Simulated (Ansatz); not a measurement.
Input and command of a plane-wave DFT calculation in Ansatz:

```yaml
crystal:
  lattice:
    - [1.9503339404, -6.0262766716, 0.0]
    - [1.9503339404, 6.0262766716, 0.0]
    - [0.0, 0.0, 3.8532522281]
  atoms:
    - { symbol: Ti, position: [0.6562199824, 0.3437800176, 0.0] }
    - { symbol: Ti, position: [0.3437800176, 0.6562199824, 0.0] }
    - { symbol: Al, position: [0.0, 0.0, 0.0] }
    - { symbol: Al, position: [0.8270962382, 0.1729037618, 0.5] }
    - { symbol: Al, position: [0.1729037618, 0.8270962382, 0.5] }
    - { symbol: Al, position: [0.5, 0.5, 0.5] }
basis:
  ecutwfc: 420
kpoints:
  mp_grid: { grid: [14, 14, 12] }
hamiltonian:
  xc: pbesol
scf:
  occupations: { method: gaussian, width: 0.15 }
output:
  forces: true
  stress: true
  eigenvalues: true
  write_density: true
  write_potential: true
  elf: true
  volumetric_format: npy
```

```bash
ansatz run input.yaml --threads 1 --pin off --max-ram 2560MiB --backend cpu --events-out ev --progress --plain --runs-dir out
```

Processor: Intel(R) Xeon(R) Processor @ 2.50GHz (Skylake/Cascade Lake), 1 thread, on a host shared with other jobs.

How long does it run, and how much memory does it take?

About 100 s on 1 thread of Intel(R) Xeon(R) Processor @ 2.50GHz (Skylake/Cascade Lake) (shared host), peak memory 0.87 GiB. It solves 24 bands at 399 k points (the mesh reduced by symmetry) with about 1771 plane waves, in 6 SCF iterations.
